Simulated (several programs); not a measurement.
# What each method gives for RuSi (P2_13)

RuSi (P2_13) from a database structure, relaxed with r2SCAN in Ansatz, was computed with several methods. Space group P2_13 (No. 198), cubic; conventional cell a = 4.705 Å, 13.02 Å³ an atom. Si has 7 Ru at 2.38–2.70 Å; Ru has 7 Si at 2.38–2.70 Å. (Simulation; spin polarisation is off.)

```xyz
8
Lattice="4.7048 0.0000 0.0000 0.0000 4.7048 0.0000 0.0000 0.0000 4.7048" Properties=species:S:1:pos:R:3 pbc="T T T"
Si    0.7642    1.5882    3.1166
Si    1.5882    3.1166    0.7642
Si    3.1166    0.7642    1.5882
Si    3.9406    3.9406    3.9406
Ru    4.0960    2.9612    1.7436
Ru    2.9612    1.7436    4.0960
Ru    1.7436    4.0960    2.9612
Ru    0.6088    0.6088    0.6088
```

Gaps and times are for a single point on this cell; volume and bulk modulus come from each method's own relaxation or energy curve at fixed shape, which is too stiff where a cell has free coordinates or axes. Times are rough, from shared hosts (AMD EPYC 7R13 Processor; Arm Neoverse V1; NVIDIA H100 80GB HBM3), and each method has its own mesh and cell size. A double dagger marks a value from a curve with shape and coordinates held. GFN1-xTB (tblite), GFN2-xTB (tblite) treat a cluster of cells at its zone centre, which samples few k points: where these miss a band edge, the gap comes out too large for that reason alone. Gaps from k meshes are read at a limited set of points (mesh, symmetry points, PBE's band edges), so each method's own least gap may be somewhat smaller. xTB and the PM methods were fitted mostly to molecules, and can miss a solid's gap by electronvolts. Minimal bases can be far off for gaps. Times of the plane-wave ladder aren't listed, since it ran on unlike processors and cards. GLLB-SC's gap includes the derivative discontinuity. d marks a direct gap, i an indirect one (no mark: not told apart), a dash a value that wasn't computed or didn't pass its checks.

| method | kind | gap (eV) | own volume (Å³/atom) | bulk modulus (GPa) | atoms computed | processor time |
| --- | --- | --- | --- | --- | --- | --- |
| PBEsol | semilocal | – | 12.89 | – | 8 | – |
| light PBE (260 eV and a coarse mesh) | light plane-wave | 0.20 i | – | – | 8 | 2.2 s |
| GFN1-xTB (tblite) | tight binding | 0.31 | – | – | cluster | 6 s |
| PBE+SOC | semilocal | 0.16 i | – | – | 8 | – |
| LDA | semilocal | 0.21 i | 12.68 | – | 8 | – |
| PBE | semilocal | 0.22 i | 13.28 | 242‡ | 8 | – |
| GFN2-xTB (tblite) | tight binding | 0.31 | – | – | cluster | 15 s |
| PBE/SZV (CP2K) | small basis | 0.19 i | – | – | 8 | 23 s |
| r2SCAN | semilocal | 0.29 i | 13.02 | 262‡ | 8 | – |
| HSE06 | hybrid | 0.75 i | – | – | 8 | – |
| PBE0 | hybrid | 1.42 i | – | – | 8 | – |
| r2SCAN0 | hybrid | 1.50 i | – | – | 8 | – |
| DDH-PBE0 | hybrid | 0.31 i | – | – | 8 | – |
| GLLB-SC (GPAW) | model potential | 0.28 | – | – | 8 | 73 s |
| PBE/DZVP (CP2K) | small basis | 0.23 i | 13.32‡ | 238‡ | 8 | 100 s |

Against HSE06 (0.75 eV) and with closed or daggered gaps left aside, the nearest gap at the points sampled is that of DDH-PBE0 (-0.44 eV) and the farthest that of r2SCAN0 (+0.75 eV). HSE06 is only a yardstick of convenience, and nearness to it can be luck.

Volumes against r2SCAN's: PBEsol -1.0 %, LDA -2.6 %, PBE +2.0 %.

Runs without a result: PM7 (MOPAC) (single point, out of time).

Only the rows marked +SOC include spin-orbit coupling.
